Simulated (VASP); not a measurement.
# BP: B into a neighbouring B vacancy, part 3 of 4

Wanted: the minimum-energy path in BP for this move: B into a neighbouring B vacancy. The start is a cell from a database of measured crystal structures.

VASP 6.6.1, plane waves and PAW; the level of theory is named at each step.

So far. Step 2 (Relax the host): The run ended after 3 ionic steps, 0.000 eV below its first step, once forces and stress met EDIFFG = -0.02. Step 3 (Relax the start): The run ended after 10 ionic steps, 0.175 eV below its first step, once the forces on the free atoms met EDIFFG = -0.05.

## 4. Relax the end

Level of this step: PBE, spin-polarised, with small moments to start from; plane waves and PAW (P, B) (VASP).

The end state is relaxed in the same way, so that both ends share their errors.

File INCAR:

```
SYSTEM = B7P8
PREC = Normal
ENCUT = 320
EDIFF = 1E-05
NELM = 120
ISMEAR = 0
SIGMA = 0.05
LREAL = Auto
ALGO = Fast
GGA = PE
NBANDS = 53
ISPIN = 2
MAGMOM = 0 0 0 0 0.6 0 0.6 0 0.6 0 0 0 0 0 0
LORBIT = 11
LWAVE = .FALSE.
LCHARG = .FALSE.
NCORE = 3
IBRION = 2
NSW = 60
ISIF = 2
EDIFFG = -0.05
POTIM = 0.4
MAXMIX = 40
ISYM = 0
```

File POSCAR:

```
B7P8
1.0
    0.0000000000      4.5470632966      4.5470632966
    4.5470632966      0.0000000000      4.5470632966
    4.5470632966      4.5470632966      0.0000000000
P B
8 7
Direct
    0.3737548261      0.3740182787      0.3764016979
    0.3763597066      0.3750515265      0.8775600407
    0.3773057574      0.8704886871      0.3759123737
    0.3727205489      0.8813016832      0.8725652549
    0.8716075139      0.3770118171      0.3728999349
    0.8733208963      0.3723590049      0.8778789609
    0.8768478035      0.8710992247      0.3740300577
    0.8725263739      0.8702215284      0.8808143297
    0.0014794868     -0.0027881417      0.0039070534
    0.0039948969      0.4971198732     -0.0006861951
   -0.0059882981      0.4994706045      0.5044698864
    0.5009665721      0.0024436458     -0.0029275219
    0.4933591310      0.0013840120      0.4994676711
    0.4981432689      0.4990406570      0.0048466390
    0.5020123465      0.5000479034      0.4999474835
```

File KPOINTS:

```
Automatic mesh
0
Gamma
2 2 2
0 0 0
```

Potentials, in the order of the species: P and B (PBE family, release 64).

On the command line:

```console
mpirun -np 3 vasp_std
```

Log:

```text
[... set-up lines as in an earlier step ...]
 entering main loop
       N       E                     dE             d eps       ncg     rms          rms(c)
DAV:   1     0.108480147457E+03    0.10848E+03   -0.19104E+04  1696   0.685E+02
DAV:   2    -0.876954531249E+02   -0.19618E+03   -0.18402E+03  2175   0.151E+02
DAV:   3    -0.976002136735E+02   -0.99048E+01   -0.97879E+01  2198   0.316E+01
DAV:   4    -0.977157499268E+02   -0.11554E+00   -0.11529E+00  2222   0.400E+00
DAV:   5    -0.977178330173E+02   -0.20831E-02   -0.20816E-02  2246   0.466E-01    0.195E+01
RMM:   6    -0.932272326241E+02    0.44906E+01   -0.63847E+00  1696   0.663E+00    0.104E+01
RMM:   7    -0.927771054892E+02    0.45013E+00   -0.33724E+00  1696   0.482E+00    0.343E+00
RMM:   8    -0.927052074937E+02    0.71898E-01   -0.30657E-01  1696   0.203E+00    0.180E+00
RMM:   9    -0.927091590612E+02   -0.39516E-02   -0.51534E-02  1696   0.805E-01    0.382E-01
RMM:  10    -0.927079634373E+02    0.11956E-02   -0.12038E-02  1697   0.339E-01    0.157E-01
RMM:  11    -0.927086125121E+02   -0.64907E-03   -0.29726E-03  1707   0.171E-01    0.119E-01
RMM:  12    -0.927088039986E+02   -0.19149E-03   -0.45782E-04  1698   0.799E-02    0.515E-02
RMM:  13    -0.927088539971E+02   -0.49998E-04   -0.13195E-04  1698   0.423E-02    0.234E-02
RMM:  14    -0.927088630834E+02   -0.90863E-05   -0.36880E-05  1435   0.209E-02
   1 F= -.92708863E+02 E0= -.92705088E+02  d E =-.927089E+02  mag=     0.2475
 curvature:   0.00 expect dE= 0.000E+00 dE for cont linesearch  0.000E+00
 trial: gam= 0.00000 g(F)=  0.121E+00 g(S)=  0.000E+00 ort = 0.000E+00 (trialstep = 0.100E+01)
 search vector abs. value=  0.121E+00
 bond charge predicted
       N       E                     dE             d eps       ncg     rms          rms(c)
DAV:   1    -0.927619444699E+02   -0.53090E-01   -0.32662E+00  1940   0.638E+00    0.113E+00
RMM:   2    -0.927707412936E+02   -0.87968E-02   -0.13621E-01  1696   0.135E+00    0.337E-01
RMM:   3    -0.927708543230E+02   -0.11303E-03   -0.16481E-02  1698   0.520E-01    0.175E-01
RMM:   4    -0.927706962787E+02    0.15804E-03   -0.24477E-03  1702   0.192E-01    0.913E-02
RMM:   5    -0.927707452075E+02   -0.48929E-04   -0.40449E-04  1704   0.766E-02    0.543E-02
RMM:   6    -0.927707567723E+02   -0.11565E-04   -0.11221E-04  1696   0.368E-02    0.265E-02
RMM:   7    -0.927707600720E+02   -0.32996E-05   -0.25115E-05  1336   0.168E-02
   2 F= -.92770760E+02 E0= -.92766276E+02  d E =-.618970E-01  mag=     0.2477
[...]
3 F= -.92770771E+02 E0= -.92766279E+02  d E =-.619075E-01  mag=     0.2477
[...]
4 F= -.92776991E+02 E0= -.92772419E+02  d E =-.622088E-02  mag=     0.2479
[...]
5 F= -.92778474E+02 E0= -.92773924E+02  d E =-.770344E-02  mag=     0.2479
 curvature:  -0.94 expect dE=-0.259E-02 dE for cont linesearch -0.191E-04
 trial: gam= 0.26854 g(F)=  0.274E-02 g(S)=  0.000E+00 ort = 0.428E-03 (trialstep = 0.114E+01)
 search vector abs. value=  0.362E-02
 bond charge predicted
       N       E                     dE             d eps       ncg     rms          rms(c)
DAV:   1    -0.927803622954E+02   -0.18969E-02   -0.10492E-01  1811   0.118E+00    0.162E-01
RMM:   2    -0.927805358183E+02   -0.17352E-03   -0.31255E-03  1696   0.204E-01    0.625E-02
RMM:   3    -0.927805545655E+02   -0.18747E-04   -0.43174E-04  1696   0.819E-02    0.314E-02
RMM:   4    -0.927805546623E+02   -0.96737E-07   -0.63725E-05  1694   0.310E-02
   6 F= -.92780555E+02 E0= -.92776167E+02  d E =-.208067E-02  mag=     0.2479
 trial-energy change:   -0.002081  1 .order   -0.002058   -0.003247   -0.000868
 step:   1.5535(harm=  1.5535)  dis= 0.00653  next Energy=   -92.780690 (dE=-0.222E-02)
 reached required accuracy - stopping structural energy minimisation
```

It took 26 s on 3 MPI ranks of Intel Xeon 6975P-C (Granite Rapids), shared host; peak memory 0.4 GiB.

Parts of OUTCAR (step 4):

```text
 Found      8 irreducible k-points:

   NELECT =      61.0000    total number of electrons

 E-fermi :   7.4380

 spin component 1
 k-point     1 :       0.0000    0.0000    0.0000
  band No.  band energies     occupation
    ...
     25       5.1782      1.00000
     26       5.1840      1.00000
     27       6.0953      1.00000
     28       6.1023      1.00000
     29       6.1070      1.00000
     30       8.3705      0.00000
     31       8.3718      0.00000
     32       8.3781      0.00000
     33       8.4961      0.00000
     34       8.5059      0.00000
    ...

 k-point     2 :       0.5000    0.0000    0.0000
  band No.  band energies     occupation
    ...
     26       4.5725      1.00000
     27       4.5824      1.00000
     28       5.1744      1.00000
     29       5.7560      1.00000
     30       5.7701      1.00000
     31       7.8968      0.00000
     32       7.9066      0.00000
     33       9.4508      0.00000
     34       9.4610      0.00000
     35       9.4866      0.00000
    ...

 k-point     3 :       0.0000    0.5000    0.0000
  band No.  band energies     occupation
    ...
     26       4.5707      1.00000
     27       4.5788      1.00000
     28       5.1724      1.00000
     29       5.7645      1.00000
     30       5.7674      1.00000
     31       7.8957      0.00000
     32       7.9057      0.00000
     33       9.4508      0.00000
     34       9.4574      0.00000
     35       9.4958      0.00000
    ...

 k-point     4 :       0.0000    0.0000    0.5000
  band No.  band energies     occupation
    ...
     26       4.5719      1.00000
     27       4.5867      1.00000
     28       5.1794      1.00000
     29       5.7524      1.00000
     30       5.7646      1.00000
     31       7.8962      0.00000
     32       7.9091      0.00000
     33       9.4435      0.00000
     34       9.4600      0.00000
     35       9.4849      0.00000
    ...

  Total       -1.0738572     -0.7707561     -0.9510967     -0.0125896      0.0278651      0.0413303
  in kB       -9.1502747     -6.5675673     -8.1042394     -0.1072754      0.2374367      0.3521727
  external PRESSURE =      -7.9406938 kB  Pullay stress =       0.0000000 kB

 POSITION                                       TOTAL-FORCE (eV/Angst)
 -----------------------------------------------------------------------------------
      3.41565      3.40721      3.39908        -0.002546     -0.018483      0.015174
      5.68823      5.69193      3.41157        -0.022723     -0.024646     -0.026085
      5.66175      3.43162      5.69616         0.030984      0.024844     -0.003274
      7.96003      5.68434      5.68304        -0.008525      0.011219     -0.022835
      3.42624      5.66171      5.69210        -0.000085     -0.013367     -0.001204
      5.68878      7.96104      5.67323        -0.008544     -0.022858      0.016295
      5.66594      5.65880      7.92408         0.020403     -0.000286      0.031654
      7.97584      7.98956      7.93035        -0.024362     -0.014021      0.025805
      4.54983      4.55211      9.09148        -0.008532     -0.011960      0.011241
      2.26623      0.00631      2.26865         0.015928      0.001852     -0.016479
      4.55150      6.82257      6.80540        -0.021971      0.001581      0.023436
      4.54570      6.81945      2.27486         0.018279      0.024554     -0.029514
      2.27741      4.54134      2.26545         0.035929      0.025730     -0.011783
      2.28367      2.27645      4.54484        -0.039893      0.002156     -0.022741
      4.54703      4.54709      4.53376         0.015659      0.013687      0.010310
 -----------------------------------------------------------------------------------
    total drift:                                0.012588      0.007684     -0.027470

  FREE ENERGIE OF THE ION-ELECTRON SYSTEM (eV)
  ---------------------------------------------------
  free  energy   TOTEN  =       -92.7805546623 eV

  energy  without entropy=      -92.7717787867  energy(sigma->0) =      -92.77616672

 total charge
# of ion       s       p       d       tot
------------------------------------------
    1        0.989   1.585   0.000   2.574
    2        0.989   1.585   0.000   2.574
    3        1.030   1.483   0.000   2.512
    4        0.989   1.585   0.000   2.574
    5        1.030   1.483   0.000   2.512
    6        0.989   1.585   0.000   2.574
    7        1.029   1.484   0.000   2.513
    8        1.029   1.484   0.000   2.513
    9        0.665   1.277   0.000   1.942
   10        0.665   1.278   0.000   1.943
   11        0.664   1.274   0.000   1.938
   12        0.664   1.274   0.000   1.939
   13        0.665   1.279   0.000   1.944
   14        0.657   1.296   0.000   1.953
   15        0.665   1.276   0.000   1.941
--------------------------------------------------
tot         12.718  21.230   0.000  33.948

 magnetization (x)
# of ion       s       p       d       tot
------------------------------------------
    1        0.000   0.001   0.000   0.001
    2        0.000   0.001   0.000   0.001
    3        0.002   0.027   0.000   0.029
    4        0.000   0.001   0.000   0.001
    5        0.002   0.027   0.000   0.029
    6        0.000   0.001   0.000   0.001
    7        0.002   0.028   0.000   0.030
    8        0.002   0.028   0.000   0.030
    9       -0.000   0.002   0.000   0.002
   10       -0.000   0.001   0.000   0.001
   11       -0.000   0.002   0.000   0.002
   12        0.000   0.002   0.000   0.002
   13       -0.000   0.001   0.000   0.001
   14       -0.000   0.000   0.000   0.000
   15       -0.000   0.002   0.000   0.002
--------------------------------------------------
tot          0.008   0.125   0.000   0.133

[... 6 parts as in an earlier step ...]

[... 10 further parts left out ...]
```

CONTCAR:

```
B7P8
   1.00000000000000
     0.0000000000000000    4.5470632966000002    4.5470632966000002
     4.5470632966000002    0.0000000000000000    4.5470632966000002
     4.5470632966000002    4.5470632966000002    0.0000000000000000
  P               B
     8     7
Direct
     0.3728387165188284    0.3746940425807709    0.3764830256505849
     0.3755470507634974    0.3747328924356068    0.8762344879546698
     0.3811283853822676    0.8715823676622716    0.3735611215118316
     0.3746764049799293    0.8751506163830017    0.8754358579724099
     0.8717240527146617    0.3800958902531859    0.3734111775164368
     0.8736942819569851    0.3739736813606783    0.8771156388155783
     0.8705554594766118    0.8721261610269424    0.3739404184466610
     0.8735379480735664    0.8705207230686016    0.8835437739169132
     0.9999601860021394    0.9994573636653517    0.0011507220891895
     0.0009607735190201    0.4979662338051029    0.0004271966286119
     0.9980585855237482    0.4986000772123172    0.5023765631051321
     0.5001692036883817    0.0001218961832192    0.9995788737823060
     0.4980548639163432    0.0001679031486907    0.5006857483229800
     0.4989612629462531    0.5005489315039228    0.0016809828475739
     0.4985436552377643    0.4985315245103400    0.5014620782391159
```

Step by step:

| step | energy less that of the first step (eV) | largest force (eV/Å) |
| --- | --- | --- |
| 1 | 0.0000 | 0.6902 |
| 2 | -0.0619 | 0.1986 |
| 3 | -0.0619 | 0.1970 |
| 4 | -0.0681 | 0.1167 |
| 5 | -0.0696 | 0.1304 |
| 6 | -0.0717 | 0.0460 |

The atoms that moved most (Å):

| atom | dx | dy | dz | length |
| --- | --- | --- | --- | --- |
| P7 | 0.004 | -0.029 | -0.024 | 0.038 |
| P4 | -0.015 | 0.022 | -0.019 | 0.033 |
| B13 | 0.000 | 0.027 | 0.016 | 0.031 |
| B15 | 0.000 | -0.009 | -0.023 | 0.024 |
| P3 | -0.006 | 0.007 | 0.022 | 0.024 |
| P8 | 0.014 | 0.017 | 0.006 | 0.023 |
| P5 | 0.016 | 0.003 | 0.015 | 0.022 |
| B11 | -0.013 | 0.009 | 0.014 | 0.022 |

The relaxed structure:

```cif
data_structure
_symmetry_space_group_name_H-M 'P 1'
_symmetry_Int_Tables_number 1
_cell_length_a 6.4305
_cell_length_b 6.4305
_cell_length_c 6.4305
_cell_angle_alpha 60.000
_cell_angle_beta 60.000
_cell_angle_gamma 60.000
_cell_volume 188.03
loop_
_atom_site_label
_atom_site_type_symbol
_atom_site_fract_x
_atom_site_fract_y
_atom_site_fract_z
_atom_site_occupancy
P1 P 0.37284 0.37469 0.37648 1
P2 P 0.37555 0.37473 0.87623 1
P3 P 0.38113 0.87158 0.37356 1
P4 P 0.37468 0.87515 0.87544 1
P5 P 0.87172 0.38010 0.37341 1
P6 P 0.87369 0.37397 0.87712 1
P7 P 0.87056 0.87213 0.37394 1
P8 P 0.87354 0.87052 0.88354 1
B9 B 0.99996 0.99946 0.00115 1
B10 B 0.00096 0.49797 0.00043 1
B11 B 0.99806 0.49860 0.50238 1
B12 B 0.50017 0.00012 0.99958 1
B13 B 0.49805 0.00017 0.50069 1
B14 B 0.49896 0.50055 0.00168 1
B15 B 0.49854 0.49853 0.50146 1
```

Numbers from this step:

- electronic cycles: 36
- free energy (TOTEN): -92.7806 eV
- energy at zero smearing: -92.7762 eV
- Fermi energy: 7.438 eV
- moment of the cell, from the last line of the log: 0.2479 μB

The run ended after 6 ionic steps, 0.072 eV below its first step, once the forces on the free atoms met EDIFFG = -0.05.

(Part 3 of 4 ends here.)

[Lines on the potential files, build, host, timing and source positions are cut from VASP's logs without a mark.]

[Logs are printed without paths, hosts, clocks, repeated set-up lines and the standing remarks that a program may print on its own settings, such as how far it seeks lower states.]

[Hosts, paths, dates, database ids (printed as entryN), source tags and the programs' standing remarks are cut or masked in the printed files.]

[Runs that stopped without an error message from VASP are left out.]
